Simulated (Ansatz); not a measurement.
The system is CdSe.

```
CELL_PARAMETERS angstrom
0.00000 3.07027 3.07027
3.07027 0.00000 3.07027
3.07027 3.07027 0.00000
ATOMIC_POSITIONS crystal
Cd 0.00000 0.00000 0.00000
Se 0.25000 0.25000 0.25000
```

Measurements of this composition are mostly on another form, of space group No. 186.

Base run:

| Property | Result |
| --- | --- |
| Program | Ansatz 0.2.0 |
| Functional | PBE |
| Potentials or basis | all-electron LAPW, relativistic spinors |
| Cutoff | 266 eV |
| Density cutoff | 1065 eV |
| Basis error allowed | 0.001 eV/atom |
| k mesh | 6 × 6 × 6 |
| Occupations | fermi-dirac, width 0.05 eV |
| Spin | spin-orbit coupling, no magnetisation |

Its results: band gap on the k mesh 0.43 eV, direct; pressure 1.3 GPa.

Question: The run is repeated on the same cell with these changes: functional from PBE to LDA. What comes out?

Answer: Band gap on the k mesh 0.15 eV, direct; pressure -3.3 GPa.

LDA binds more tightly than PBE, so the same cell stands under less pressure.

Not every run made on this cell is shown here.
